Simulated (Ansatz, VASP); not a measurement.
TiB2 in VASP and in Ansatz

```xyz
3
Lattice="0.0000 2.5484 2.5484 2.5484 0.0000 2.5484 2.5484 2.5484 0.0000" Properties=species:S:1:pos:R:3 pbc="T T T"
Ti    2.5484    2.5484    2.5484
B     1.2742    1.2742    1.2742
B     3.8227    3.8227    3.8227
```

Alike in both runs: functional PBE; k mesh 16 × 16 × 16; occupations gaussian, width 0.1 eV; no spin polarisation.

Ansatz relaxed the structure, and its values are those at the end. VASP's run is a single point on that final structure, the one shown.

|  | VASP | Ansatz |
| --- | --- | --- |
| version | VASP 6.6.1 | Ansatz 0.2.0 |
| potentials or method | VASP PAW PBE potentials, release 64 (Ti_sv, B) | scalar-relativistic, plane waves, PAW |
| plane-wave cutoff (eV) | 520 | 420 |
| valence electrons in the cell | 18 | 18 |

VASP gave:

- gap on the k mesh at the Fermi level (eV): none
- pressure (GPa): -0.1

Which values does Ansatz return?

gap on the k mesh at the Fermi level (eV): none; pressure (GPa): 0.0.

A gap of «none» marks a metal or a gap that the smearing closes.
